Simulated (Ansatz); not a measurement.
# Magnetic states of nickel, omega (AlB2-type)

Computed with DFT, revPBE, plane waves (420 eV) with PAW, scalar-relativistic in Ansatz. The PAW files were generated under PBE, with cores re-solved for the functional.

Each start was relaxed and then solved on a dense mesh, with Fermi-Dirac smearing of 0.05 eV (0.1 eV in a metal without spin) extrapolated to zero. Rows within 2 meV/atom of each other tie.

(1) Where does each start end, and how do the energies compare? Starts: non-magnetic; ferromagnetic.

Results:

(1) 
| start | ends | ΔE (meV/atom) | V (Å³/atom) |
| --- | --- | --- | --- |
| ferromagnetic | ferromagnetic, net 0.65 μB per atom | 0.0 | 11.36 |
| non-magnetic | spin not included | 39.9 | 11.30 |
